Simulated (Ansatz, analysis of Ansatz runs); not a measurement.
# SnO2 (P4_2/mnm), nudged elastic band: V_O hop (2.6 Å) (q = 0), part 3 of 3

Aim: the barrier of one jump in SnO2 (P4_2/mnm) at charge 0: V_O hop (2.6 Å). The model is a cell of 72 host atoms with 1 O taken out; O is the atom that moves.

Ansatz 0.2.0; plane-wave PAW DFT, PBEsol; nudged elastic band between two relaxed defect structures.

So far, barrier forward (eV): step 4 (nudged elastic band, charge 0) 2.10.

## 5. Single point at the start point, PBEsol, denser k-mesh

Three single points on a mesh of more k-points (start, top, end) test the sampling. The start is shown; top and end are run alike.

This step: plane-wave PAW DFT, PBEsol; single point of a defect supercell on a structure of the PBEsol path.

q0.start.mesh/input.yaml reads:

```yaml
crystal:
  lattice:
    - [9.53680188, 0.0, 0.0]
    - [0.0, 9.53680188, 0.0]
    - [0.0, 0.0, 9.63728464]
  atoms:
    - { symbol: Sn, position: [0.24959132, 0.24978803, 0.16703877] }
    - { symbol: Sn, position: [0.0002082, -0.00035005, 0.00041744] }
[... 4 atom lines left out ...]
    - { symbol: Sn, position: [0.24848871, 0.24749241, 0.50048464] }
[... 4 atom lines left out ...]
    - { symbol: O, position: [0.34400908, 0.34772214, 0.3353306] }
[... 5 atom lines left out ...]
    - { symbol: O, position: [0.34383073, 0.3485727, 0.66561601] }
[... 6 atom lines left out ...]
    - { symbol: Sn, position: [0.24978182, 0.75007405, 0.50037019] }
[... 12 atom lines left out ...]
    - { symbol: O, position: [0.59573413, 0.40425692, 0.16989763] }
[... 3 atom lines left out ...]
    - { symbol: Sn, position: [0.75100421, 0.24886676, 0.50042381] }
[... 1 atom line left out ...]
    - { symbol: O, position: [0.59715199, 0.40281085, 0.50044783] }
[... 15 atom lines left out ...]
    - { symbol: Sn, position: [0.75236955, 0.75136398, 0.50030873] }
    - { symbol: Sn, position: [0.49756569, 0.50206939, 0.33551958] }
[... 2 atom lines left out ...]
    - { symbol: O, position: [0.65136097, 0.65606717, 0.33517811] }
[... 2 atom lines left out ...]
    - { symbol: Sn, position: [0.49815512, 0.50195689, 0.66557491] }
[... 2 atom lines left out ...]
    - { symbol: O, position: [0.65201114, 0.65586853, 0.66547547] }
    - { symbol: O, position: [0.84798127, 0.84714284, 0.66740885] }
basis:
  ecutwfc: 420
  xc_grid: 2
hamiltonian:
  xc: pbesol
kpoints:
  mp_grid: { grid: [2, 2, 2], shift: [0.5, 0.5, 0.5] }
scf:
  occupations: { method: fixed }
  max_iter: 120
output:
  forces: true
  eigenvalues: true
checkpoint:
  write: "../q0.start.mesh.run"
  compress: false
  write_wavefunctions: false
  write_every: 100000
```

Run with:

```
$ ansatz run input.yaml --threads 4 --pin off --max-ram 14131MiB --backend cpu --events-out ev --progress --plain --runs-dir out
```

Numbers of over 12 decimals in the logs are rounded to 6 here.

Log:

```text
[...]
Crystal: 71 atoms, lattice volume = 876.517 Å³
Basis set: ecut = 420 eV, 17113 PW (Γ), exchange–correlation on 128×128×144 points (8 copies of the dense FFT grid, shifted against one another)
Bands: 380, of which v1, the nominal top of the filled ones, is band 309 counted from 1 (308 counted from 0)
Symmetry: 1 space group operations
[...]
k-points: 4 of 8 (time reversal used)
[...]
SCF iter   1: F=—  HF=-169155.099549 eV  |F-HF|=—  |Δ(HF+E_count)|=         —  Δρ=1.64e-2  dr2=2.00e0  ethr=1.77e-3  ⟨swp⟩=4.0  Hψ=5474  notcnv=0  defer=274
[...]
SCF iter   3: F=—  HF=-169154.555568 eV  |F-HF|=—  |Δ(HF+E_count)|=   4.59e-3  Δρ=1.36e-3  dr2=9.47e-3  ethr=5.85e-6  ⟨swp⟩=2.0  Hψ=2506  notcnv=0  defer=188
[...]
--- Forces (eV/Å), atoms counted from 1 ---
  atom   1  Sn    -0.00609942    -0.00774721    -0.02414194
  atom   2  Sn     0.00130801    -0.00058672    -0.00004210
  [... 9 atoms left out ...]
  atom  12  O     -0.00034058     0.03172828    -0.00259119
  [... 5 atoms left out ...]
  atom  18  O     -0.02217279    -0.02309174    -0.01560252
  [... 6 atoms left out ...]
  atom  25  Sn    -0.03823801     0.03805470     0.00059026
  [... 16 atoms left out ...]
  atom  42  Sn    -0.02220489     0.01901359     0.00162912
  [... 1 atom left out ...]
  atom  44  O      0.03037615    -0.03251340    -0.00176630
  [... 15 atoms left out ...]
  atom  60  Sn    -0.00098732     0.00259351    -0.01903715
  atom  61  Sn     0.01877027    -0.00115859    -0.00209456
  [... 2 atoms left out ...]
  atom  64  O      0.01876289     0.02135383     0.01676228
  [... 2 atoms left out ...]
  atom  67  Sn    -0.00717867    -0.01379522    -0.00021608
  [... 2 atoms left out ...]
  atom  70  O     -0.02687283     0.00278085     0.00330701
  [... 1 atom left out ...]
  max |Σ_I F_I| component: 4.85e-5 eV/Å
--- Band table (eV) ---
[...]
[... further k-points left out ...]
[key lines of the parts left out:]
SCF converged after 9 iterations
Free energy (F): -169154.556847 eV
Fermi energy:    10.006663 eV
```

The job ended after 89 s (4 threads of Arm Neoverse V1, shared host; peak memory 5.4 GiB).

This step gave:

```yaml
free_energy: -169154.5568 eV
```

## 6. Barrier from single points, PBEsol, denser k-mesh

Analysis of the runs above: barrier from PBEsol single points on the PBEsol path.

It gives:

```yaml
barrier_forward: 2.109 eV
barrier_backward: 2.109 eV
end_less_start: -2.62e-4 eV
```

This gives 2.109 eV against the band's 2.104 eV (backward 2.109 against 2.104 eV). This mesh holds only the band's own point and its sign variants, so it tests the average over those and no finer sampling.

## 7. Single point at the start point, LDA

Three single points with LDA show how much the barrier depends on that choice; lattice and path are kept. The start is shown; top and end are run alike.

This step: plane-wave PAW DFT, LDA; single point of a defect supercell on a structure of the PBEsol path.

q0.start.lda/input.yaml, as its differences from q0.start.mesh/input.yaml of step 5:

```diff
@@ -36,5 +36,5 @@
 hamiltonian:
-  xc: pbesol
+  xc: lda
 kpoints:
-  mp_grid: { grid: [2, 2, 2], shift: [0.5, 0.5, 0.5] }
+  mp_grid: { grid: [1, 1, 1], shift: [0.25, 0.25, 0.25] }
 scf:
@@ -46,3 +46,3 @@
 checkpoint:
-  write: "../q0.start.mesh.run"
+  write: "../q0.start.lda.run"
   compress: false
```

Log:

```text
[...]
Crystal: 71 atoms, lattice volume = 876.517 Å³
Basis set: ecut = 420 eV, 17113 PW (Γ), exchange–correlation on 128×128×144 points (8 copies of the dense FFT grid, shifted against one another)
Bands: 380, of which v1, the nominal top of the filled ones, is band 309 counted from 1 (308 counted from 0)
Symmetry: 1 space group operations
[...]
k-points: 1
[...]
SCF iter   1: F=—  HF=-167208.052053 eV  |F-HF|=—  |Δ(HF+E_count)|=         —  Δρ=1.92e-2  dr2=2.84e0  ethr=1.77e-3  ⟨swp⟩=4.0  Hψ=1368  notcnv=0  defer=68
[...]
SCF iter   9: F=-167207.228910 eV  HF=-167207.228910 eV  |F-HF|=6.59e-8  |Δ(HF+E_count)|=   2.76e-8  Δρ=3.17e-6  dr2=8.68e-8  ethr=1.62e-11  ⟨swp⟩=13.0  Hψ=1623  notcnv=0
SCF 1 converged in 9 iterations: F = -167207.228910 eV  dr2 = 8.68e-8
[...]
SCF converged after 9 iterations
Free energy (F): -167207.228910 eV
[...]
Internal energy: -167207.228910 eV  (E = F + TS)
E sigma→0 (E₀):  -167207.228910 eV
Fermi energy:    9.747491 eV
[...]
--- Forces (eV/Å), atoms counted from 1 ---
  atom   1  Sn    -0.00527476    -0.00381299    -0.00884210
  atom   2  Sn    -0.00204594     0.00273168    -0.00007390
  [... 9 atoms left out ...]
  atom  12  O     -0.03857683    -0.04365537     0.00232503
  [... 5 atoms left out ...]
  atom  18  O     -0.03919619    -0.04687283    -0.00092457
  [... 6 atoms left out ...]
  atom  25  Sn    -0.18562394     0.18545511     0.00050174
  [... 16 atoms left out ...]
  atom  42  Sn    -0.00176401    -0.00132409     0.00155023
  [... 1 atom left out ...]
  atom  44  O     -0.03071269     0.02831931    -0.00084469
  [... 15 atoms left out ...]
  atom  60  Sn     0.00682228     0.01005662    -0.00036083
  atom  61  Sn     0.11370259    -0.11366201    -0.17362120
  [... 2 atoms left out ...]
  atom  64  O      0.04282197     0.03905333     0.00218350
  [... 2 atoms left out ...]
  atom  67  Sn     0.10535838    -0.10854850     0.17108609
  [... 2 atoms left out ...]
  atom  70  O      0.04810100     0.04005022    -0.00128047
  [... 1 atom left out ...]
  max |Σ_I F_I| component: 3.15e-5 eV/Å
--- Band table (eV) ---
[...]
```

It took 22 s on 4 threads; peak memory 1.8 GiB; 82 s of CPU time.

Read from the output:

```
free energy : -167207.2289 eV
```

## 8. Barrier from single points, LDA

Analysis of the runs above: barrier from LDA single points on the PBEsol path.

It gives:

```yaml
barrier_forward: 1.853 eV
barrier_backward: 1.853 eV
end_less_start: -3.65e-4 eV
```

This gives 1.853 eV against the band's 2.104 eV.

## 9. Single point at the start point, r2SCAN

Three single points with a meta-GGA, at its higher cutoff of 500 eV, show what it does to the barrier on the path found. The start is shown; top and end are run alike.

This step: plane-wave PAW DFT, r2SCAN; single point of a defect supercell on a structure of the PBEsol path.

q0.start.r2scan/input.yaml, as its differences from q0.start.lda/input.yaml of step 7:

```diff
@@ -33,6 +33,6 @@
 basis:
-  ecutwfc: 420
+  ecutwfc: 500
   xc_grid: 2
 hamiltonian:
-  xc: lda
+  xc: r2scan
 kpoints:
@@ -46,3 +46,3 @@
 checkpoint:
-  write: "../q0.start.lda.run"
+  write: "../q0.start.r2scan.run"
   compress: false
```

Log:

```text
[...]
Crystal: 71 atoms, lattice volume = 876.517 Å³
Basis set: ecut = 500 eV, 22271 PW (Γ), exchange–correlation on 144×144×144 points (8 copies of the dense FFT grid, shifted against one another)
Bands: 380, of which v1, the nominal top of the filled ones, is band 309 counted from 1 (308 counted from 0)
Symmetry: 1 space group operations
[...]
k-points: 1
[...]
SCF iter   1: F=—  HF=-171657.342310 eV  |F-HF|=—  |Δ(HF+E_count)|=         —  Δρ=1.03e-2  dr2=7.58e-1  dr2_τ=3.06e0  ethr=1.77e-3  ⟨swp⟩=4.0  Hψ=1381  notcnv=0  defer=68
[...]
SCF iter   9: F=-171658.542837 eV  HF=-171658.542837 eV  |F-HF|=1.14e-9  |Δ(HF+E_count)|=   1.89e-8  Δρ=2.50e-6  dr2=4.58e-8  dr2_τ=6.45e-9  ethr=1.62e-11  ⟨swp⟩=13.0  Hψ=1630  notcnv=0
SCF 1 converged in 9 iterations: F = -171658.542837 eV  dr2 = 4.58e-8
[...]
SCF converged after 9 iterations
Free energy (F): -171658.542837 eV
[...]
Internal energy: -171658.542837 eV  (E = F + TS)
E sigma→0 (E₀):  -171658.542837 eV
Fermi energy:    10.053768 eV
[...]
--- Forces (eV/Å), atoms counted from 1 ---
  atom   1  Sn     0.02652580     0.02681708     0.03171792
  atom   2  Sn     0.00782361    -0.00733768    -0.00006328
  [... 9 atoms left out ...]
  atom  12  O     -0.02150368    -0.07265679    -0.05958222
  [... 5 atoms left out ...]
  atom  18  O     -0.02613954    -0.09060764     0.05274704
  [... 6 atoms left out ...]
  atom  25  Sn     0.15440881    -0.15466492    -0.00011634
  [... 16 atoms left out ...]
  atom  42  Sn    -0.08265989     0.07940045     0.00141370
  [... 1 atom left out ...]
  atom  44  O      0.15765819    -0.16027574    -0.00074453
  [... 15 atoms left out ...]
  atom  60  Sn    -0.06952013    -0.04350225    -0.00524143
  atom  61  Sn    -0.09919556     0.10358619     0.21825700
  [... 2 atoms left out ...]
  atom  64  O      0.08648095     0.02632055    -0.05150919
  [... 2 atoms left out ...]
  atom  67  Sn    -0.11176744     0.10338965    -0.21955350
  [... 2 atoms left out ...]
  atom  70  O      0.07676682     0.02280602     0.06053023
  [... 1 atom left out ...]
  max |Σ_I F_I| component: 6.07e-3 eV/Å
--- Band table (eV) ---
[...]
```

Elapsed: 38 s, on 4 threads; peak memory 2.5 GiB.

This step gave:

* free energy: -171658.5428 eV

## 10. Barrier from single points, r2SCAN

Analysis of the runs above: barrier from r2SCAN single points on the PBEsol path.

It gives:

| Quantity | Value |
| --- | --- |
| barrier forward | 2.610 eV |
| barrier backward | 2.609 eV |
| end less start | 4.98e-4 eV |

This gives 2.610 eV against the band's 2.104 eV.

## 11. Results

| Quantity | Value |
| --- | --- |
| barrier forward | 2.10 eV |
| barrier backward | 2.10 eV |
| end less start | 0.00 eV |
| hop length | 2.62 Å |
| band iterations, as the log counts them | 6 |
| barrier from single points, PBEsol, denser k-mesh | 2.11 eV |
| barrier from single points, LDA | 1.85 eV |
| barrier from single points, r2SCAN | 2.61 eV |

**Reading.** The top of the band lies 2.10 eV above the start and 2.10 eV above the end, which are alike in energy and neighbours. With an assumed prefactor of 1e13 per second it gives one hop a second along this one path at about 820 K; whether such hops link up through the crystal wasn't checked. At the top O44 stands 1.86 Å from its nearest Sn, 0.22 Å closer than at the start. Across functionals on this path (PBEsol 2.104, LDA 1.853 and r2SCAN 2.610 eV) the forward values spread by 0.757 eV. The order of the top as a saddle was not checked for all atoms, so a bent path could be lower. What this leaves open: one k-point off the zone centre stands for the whole zone; spin–orbit coupling, which can matter with heavy atoms, is left out.

[Logs are printed without paths, hosts, clocks, repeated set-up lines and the standing remarks that a program may print on its own settings, such as how far it seeks lower states.]

[Hosts, paths, dates, database ids (printed as entryN), source tags and the programs' standing remarks are cut or masked in the printed files.]
